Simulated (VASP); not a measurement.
# BAs (F-43m) in VASP: settings compared

The runs below take BAs through single point, with PBE, PBE+D3(BJ).

Everything below comes from runs of VASP 6.6.1. Logs are shortened: lines on timing, memory, paths and dates and some standing lists are left out, and cuts for length are marked.

### Step 1. The structure

The structure is cubic, space group F-43m (No. 216). Conventional cell: a = 4.819 Å, b = 4.819 Å, c = 4.819 Å, α = 90.00°, β = 90.00°, γ = 90.00°. B (site symmetry -43m) is surrounded by 4 As at 2.09 Å. As (site symmetry -43m) has 4 B at 2.09 Å as nearest neighbours.

The cell is a database's computed one.

### Step 2. Single point, PBE

File INCAR:

```
SYSTEM = BAs
ALGO = Fast
EDIFF = 1E-7
ENCUT = 520
GGA = PE
ISIF = 2
ISMEAR = 0
LASPH = .TRUE.
LCHARG = .FALSE.
LREAL = .FALSE.
LWAVE = .FALSE.
NBANDS = 11
NELM = 60
PREC = Accurate
SIGMA = 0.1
```

File KPOINTS:

```
k-points
0
G
  6 6 6
  0 0 0
```

File POSCAR:

```
BAs
1.0
    0.0000000000      2.4096270000      2.4096270000
    2.4096270000      0.0000000000      2.4096270000
    2.4096270000      2.4096270000      0.0000000000
B As
1 1
Direct
    0.2500000000      0.2500000000      0.2500000000
    0.0000000000      0.0000000000      0.0000000000
```

Potentials or basis: VASP PAW PBE potentials, release 64 (B, As).

Command:

```
$ cat potpaw_PBE.64/B/POTCAR potpaw_PBE.64/As/POTCAR > POTCAR
$ mpirun -np 1 vasp_std > vasp.out
```

OUTCAR:

```text
SYSTEM = BAs
   EDIFF = 1E-7
   ENCUT = 520
   GGA = PE
   ISIF = 2
   ISMEAR = 0
   LASPH = .TRUE.
   LREAL = .FALSE.
   NELM = 60
   PREC = Accurate

 ion  position               nearest neighbor table
   1  0.250  0.250  0.250-   2 2.09   2 2.09   2 2.09   2 2.09
   2  0.000  0.000  0.000-   1 2.09   1 2.09   1 2.09   1 2.09

  LATTYP: Found a face centered cubic cell.
 ALAT       =     4.8192540000

  Lattice vectors:

 A1 = (   0.0000000000,   2.4096270000,   2.4096270000)
 A2 = (   2.4096270000,   0.0000000000,   2.4096270000)
 A3 = (   2.4096270000,   2.4096270000,   0.0000000000)

Analysis of symmetry for initial positions (statically):
=====================================================================
 Subroutine PRICEL returns:
 Original cell was already a primitive cell.

 Routine SETGRP: Setting up the symmetry group for a
 face centered cubic supercell.

 Subroutine GETGRP returns: Found 24 space group operations
 (whereof 24 operations were pure point group operations)
 out of a pool of 48 trial point group operations.

The static configuration has the point symmetry T_d .

Analysis of symmetry for dynamics (positions and initial velocities):
=====================================================================
 Subroutine PRICEL returns:
 Original cell was already a primitive cell.

 Routine SETGRP: Setting up the symmetry group for a
 face centered cubic supercell.

 Subroutine GETGRP returns: Found 24 space group operations
 (whereof 24 operations were pure point group operations)
 out of a pool of 48 trial point group operations.

The dynamic configuration has the point symmetry T_d .

 Subroutine INISYM returns: Found 24 space group operations
 (whereof 24 operations are pure point group operations),
 and found     1 'primitive' translations

----------------------------------------------------------------------------------------

                                     Primitive cell

  volume of cell :      27.9820

  direct lattice vectors                    reciprocal lattice vectors
     0.000000000  2.409627000  2.409627000    -0.207500995  0.207500995  0.207500995
     2.409627000  0.000000000  2.409627000     0.207500995 -0.207500995  0.207500995
     2.409627000  2.409627000  0.000000000     0.207500995  0.207500995 -0.207500995

  length of vectors
     3.407727184  3.407727184  3.407727184     0.359402266  0.359402266  0.359402266

  position of ions in fractional coordinates (direct lattice)
     0.250000000  0.250000000  0.250000000
     0.000000000  0.000000000  0.000000000

  ion indices of the primitive-cell ions
   primitive index   ion index
                 1           1
                 2           2

----------------------------------------------------------------------------------------

 KPOINTS: k-points

Automatic generation of k-mesh.
 Grid dimensions read from file:
 generate k-points for:    6    6    6

 Generating k-lattice:

  Cartesian coordinates                     Fractional coordinates (reciprocal lattice)
    -0.034583499  0.034583499  0.034583499     0.166666667  0.000000000  0.000000000
     0.034583499 -0.034583499  0.034583499     0.000000000  0.166666667  0.000000000
     0.034583499  0.034583499 -0.034583499     0.000000000  0.000000000  0.166666667

  Length of vectors
     0.059900378  0.059900378  0.059900378

  Shift w.r.t. Gamma in fractional coordinates (k-lattice)
     0.000000000  0.000000000  0.000000000

 Subroutine IBZKPT returns following result:
 ===========================================

 Found     16 irreducible k-points:

 Following reciprocal coordinates:
            Coordinates               Weight
  0.000000  0.000000  0.000000      1.000000
  0.166667  0.000000  0.000000      8.000000
  0.333333  0.000000  0.000000      8.000000
  0.500000  0.000000  0.000000      4.000000
  0.166667  0.166667  0.000000      6.000000
  0.333333  0.166667  0.000000     24.000000
[... 8 lines left out ...]
 -0.333333  0.333333  0.166667     24.000000
 -0.333333  0.500000  0.166667     12.000000
   k-points           NKPTS =     16   k-points in BZ     NKDIM =     16   number of bands    NBANDS=     11
   number of dos      NEDOS =    301   number of ions     NIONS =      2
   total plane-waves  NPLWV =  21952
   dimension x,y,z NGX =    28 NGY =   28 NGZ =   28
   dimension x,y,z NGXF=    56 NGYF=   56 NGZF=   56
   ions per type =               1   1
   NGX,Y,Z   is equivalent  to a cutoff of  13.66, 13.66, 13.66 a.u.
   NGXF,Y,Z  is equivalent  to a cutoff of  27.32, 27.32, 27.32 a.u.
 SYSTEM =  BAs
   PREC   = accura    normal or accurate (medium, high low for compatibility)
   ISTART =      0    job   : 0-new  1-cont  2-samecut
   ICHARG =      2    charge: 1-file 2-atom 10-const
   ISPIN  =      1    spin polarized calculation?
   LNONCOLLINEAR =      F non collinear calculations
   LSORBIT =      F    spin-orbit coupling
   LASPH  =      T    aspherical Exc in radial PAW
   ENCUT  =  520.0 eV  38.22 Ry    6.18 a.u.   6.34  6.34  6.34*2*pi/ulx,y,z
   NELM   =     60;   NELMIN=  2; NELMDL= -5     # of ELM steps
   EDIFF  = 0.1E-06   stopping-criterion for ELM
   LREAL  =      F    real-space projection
   EDIFFG = 0.1E-05   stopping-criterion for IOM
   NSW    =      0    number of steps for IOM
   IBRION =     -1    ionic relax: 0-MD 1-quasi-New 2-CG
   NFREE  =      0    steps in history (QN), initial steepest desc. (CG)
   ISIF   =      2    stress and relaxation
   ISYM   =      2    0-nonsym 1-usesym 2-fastsym
   POTIM  = 0.5000    time-step for ionic-motion
   TEBEG  =    0.0;   TEEND  =   0.0 temperature during run
   PSTRESS=    0.0 pullay stress
   NELECT =       8.0000    total number of electrons
   NUPDOWN=      -1.0000    fix difference up-down
   EMIN   =  10.00;   EMAX   =-10.00  energy-range for DOS
   EFERMI =   0.00;   METHOD = LEGACY
   ISMEAR =     0;   SIGMA  =   0.10  broadening in eV -4-tet -1-fermi 0-gaus
   EFERMI_NEDOS =   21; number of points for ismear=-14 and -15
   IALGO  =     68    algorithm
   IMIX   =      4    mixing-type and parameters
     AMIX     =   0.40;   BMIX     =  1.00
     AMIX_MAG =   1.60;   BMIX_MAG =  1.00
  volume/ion in A,a.u.               =      13.99        94.42
  Fermi-wavevector in a.u.,A,eV,Ry     =   1.078479  2.038030 15.825165  1.163117
  Thomas-Fermi vector in A             =   2.214419
   LORBIT       =      0    0 simple, 1 ext, 2 COOP (PROOUT), +10 PAW based schemes
   GGA     = PE    functional components
   LHFCALC =     F    Hartree Fock is set to
   AEXX    =    0.0000 exact exchange contribution
   IVDW    =     0    specifies the selected vdW correction
   LEPSILON=     F    determine dielectric tensor
   LRPA    =     F    only Hartree local field effects (RPA)
 non-spin polarized calculation
 RMM-DIIS sequential band-by-band and
 Gauss-broadening in eV      SIGMA  =   0.10
  energy-cutoff  :      520.00
  volume of cell :       27.98
 maximum number of plane-waves:       769
 NGX is ok and might be reduce to    28
   NGX = 13   NGY = 13   NGZ = 13

 number of electron       8.0000000 magnetization

 Free energy of the ion-electron system (eV)
  ---------------------------------------------------
  ext. energy  EPLUGINS =         0.00000000
  ---------------------------------------------------
  free energy    TOTEN  =       -11.39504809 eV

  energy without entropy =      -11.39504809  energy(sigma->0) =      -11.39504809

 E-fermi :   6.3360     XC(G=0): -10.4668

 val. band max:        5.8438459903   @ k =   0.0000   0.0000   0.0000
 cond. band min:       7.1382964261   @ k =   0.3333   0.3333   0.0000
 fundamental gap:      1.2944504358
 Fermi energy:         6.3360280593

 k-point     1 :       0.0000    0.0000    0.0000
  band No.  band energies     occupation
      1      -9.3207      2.00000
      2       5.8438      2.00000
      3       5.8438      2.00000
      4       5.8438      2.00000
      5       9.0852      0.00000
      6       9.0852      0.00000
      7       9.0852      0.00000
      8      10.1977      0.00000
      9      15.2998      0.00000
     10      18.6845      0.00000
     11      18.6845      0.00000

 k-point     2 :       0.1667    0.0000    0.0000
  band No.  band energies     occupation
      1      -8.8790      2.00000
      2       2.9266      2.00000
      3       5.1811      2.00000
      4       5.1811      2.00000
      5       9.0213      0.00000
      6       9.9500      0.00000
      7       9.9500      0.00000
      8      12.2619      0.00000
      9      16.6895      0.00000
     10      17.0689      0.00000
     11      17.0689      0.00000

 k-point     3 :       0.3333    0.0000    0.0000
  band No.  band energies     occupation
      1      -7.6488      2.00000
      2      -0.7739      2.00000
      3       4.3659      2.00000
      4       4.3659      2.00000
      5       8.5597      0.00000
      6      10.6224      0.00000
      7      10.6224      0.00000
      8      14.4040      0.00000
      9      17.1677      0.00000
     10      17.7644      0.00000
     11      17.7644      0.00000

 k-point     4 :       0.5000    0.0000    0.0000
  band No.  band energies     occupation
      1      -6.5441      2.00000
      2      -2.7556      2.00000
      3       4.0666      2.00000
      4       4.0666      2.00000
      5       8.3824      0.00000
      6      10.5907      0.00000
      7      10.5907      0.00000
      8      14.6539      0.00000
      9      18.3683      0.00000
     10      20.2185      0.00000
     11      20.2185      0.00000
[... 127 lines left out ...]
 k-point    14 :       0.5000    0.3333    0.1667
  band No.  band energies     occupation
      1      -6.6000      2.00000
      2      -0.8271      2.00000
      3       1.0997      2.00000
      4       2.7162      2.00000
      5       9.5880      0.00000
      6      10.9641      0.00000
      7      11.6072      0.00000
      8      14.7011      0.00000
      9      17.1375      0.00000
     10      19.3648      0.00000
     11      21.6363      0.00000

 k-point    15 :      -0.3333    0.3333    0.1667
  band No.  band energies     occupation
      1      -5.6186      2.00000
      2      -2.0662      2.00000
      3       0.5630      2.00000
      4       2.0903      2.00000
      5      10.1411      0.00000
      6      10.9915      0.00000
      7      13.1632      0.00000
      8      14.5737      0.00000
      9      15.9551      0.00000
     10      20.1007      0.00000
     11      21.8030      0.00000

 k-point    16 :      -0.3333    0.5000    0.1667
  band No.  band energies     occupation
      1      -5.1586      2.00000
      2      -2.2350      2.00000
      3       0.8343      2.00000
      4       1.0281      2.00000
      5       9.6036      0.00000
      6       9.7812      0.00000
      7      14.3208      0.00000
      8      14.5701      0.00000
      9      17.9349      0.00000
     10      21.1772      0.00000
     11      21.4824      0.00000

------------------------ aborting loop because EDIFF is reached ----------------------------------------

  FORCE on cell =-STRESS in cart. coord.  units (eV):
  Direction    XX          YY          ZZ          XY          YZ          ZX
  --------------------------------------------------------------------------------------
  -------------------------------------------------------------------------------------
  Total       -0.0345708     -0.0345708     -0.0345708     -0.0000000     -0.0000000      0.0000000
  in kB       -1.9794326     -1.9794326     -1.9794326     -0.0000000     -0.0000000      0.0000000
  external PRESSURE =      -1.9794326 kB  Pullay stress =       0.0000000 kB

 VOLUME and BASIS-vectors are now :
 -----------------------------------------------------------------------------
  energy-cutoff  :      520.00
  volume of cell :       27.98
      direct lattice vectors                 reciprocal lattice vectors
     0.000000000  2.409627000  2.409627000    -0.207500995  0.207500995  0.207500995
     2.409627000  0.000000000  2.409627000     0.207500995 -0.207500995  0.207500995
     2.409627000  2.409627000  0.000000000     0.207500995  0.207500995 -0.207500995

 POSITION                                       TOTAL-FORCE (eV/Angst)
 -----------------------------------------------------------------------------------
      1.20481      1.20481      1.20481        -0.000000     -0.000000     -0.000000
      0.00000      0.00000      0.00000         0.000000      0.000000      0.000000
 -----------------------------------------------------------------------------------
    total drift:                                0.000000      0.000000      0.000000

  FREE ENERGIE OF THE ION-ELECTRON SYSTEM (eV)
  ---------------------------------------------------
  free  energy   TOTEN  =       -11.3950480932 eV

  energy  without entropy=      -11.3950480932  energy(sigma->0) =      -11.39504809
```

Run time: 7.5 s. Hardware: 1 thread of Intel Xeon Platinum 8259CL at 2.50GHz (Skylake/Cascade Lake), shared host; peak memory 0.15 GiB.

What came out:

```
Free energy            : -11.3950 eV
Pressure               : -0.2 GPa
Band gap on the k mesh : 1.29 eV, indirect (least direct gap 3.24 eV)
```

Levels at points of the mesh, in eV from the valence-band top:
```
           k point  band 2  band 3  band 4  band 5  band 6  band 7
(0.00, 0.00, 0.00)    0.00    0.00    0.00    3.24    3.24    3.24
(0.50, 0.00, 0.00)   -8.60   -1.78   -1.78    2.54    4.75    4.75
(0.50, 0.50, 0.00)   -8.39   -3.97   -3.97    1.46    1.46   11.12
```

A k mesh can miss the band edges.

(Part 1 of 2 ends here.)
